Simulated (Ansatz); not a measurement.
## MoS2 under changes of volume

One of the cells (18.982 Å³/atom); the others are scaled copies at fixed shape and fractional positions:

```
Mo S
1.0
     3.22746    0.00000    0.00000
    -1.61373    2.79507    0.00000
     0.00000    0.00000    6.31247
Mo S
1 2
Direct
  0.00000 0.00000 0.50000
  0.66667 0.33333 0.74468
  0.33333 0.66667 0.25532
```

Measurements of this composition are mostly on another form, of space group No. 194.

| Item | Value |
| --- | --- |
| Program | Ansatz 0.2.0 |
| Functional | PBE |
| Potentials or basis | Ansatz PAW |
| Cutoff | 420 eV (not typed: the program's choice for these potentials) |
| k mesh | 9 × 9 × 4 |
| Occupations | fermi-dirac, width 0.05 eV |
| Spin | no spin polarisation |

```csv
volume (Å³/atom),energy over the lowest point (meV/atom),pressure (GPa),largest force (eV/Å)
17.843,39.41,10.6,1.358
18.222,?,?,?
18.602,5.80,3.9,0.615
18.982,0.00,1.1,0.284
19.361,0.55,-1.5,0.023
19.741,6.81,-3.7,0.307
20.120,18.19,-5.8,0.570
```

Q: What does the run at 18.222 Å³/atom give?

A: Energy over the lowest point 18.67 meV/atom; pressure 7.1 GPa; largest force 0.972 eV/Å.

Worked out: A Birch-Murnaghan fit of order 3 (a polynomial in V^(-2/3)) to the other rows has its minimum at 19.14 Å³/atom with B0 = V·E''(V) = 129 GPa and B' = 4.4 at fixed shape and positions, which overstates the stiffness. It gives 18.69 meV/atom at 18.222 Å³/atom, against the run's 18.67, and -dE/dV = 7.0 GPa, against 7.1.

Energies are extrapolated to zero smearing.

Caveats: this functional lacks dispersion, which binds the layers, so the pressure and a relaxed spacing across them are unreliable; forces of over 1 eV/Å show positions far from the minimum, so gaps and moduli don't describe the material at rest (some runs).
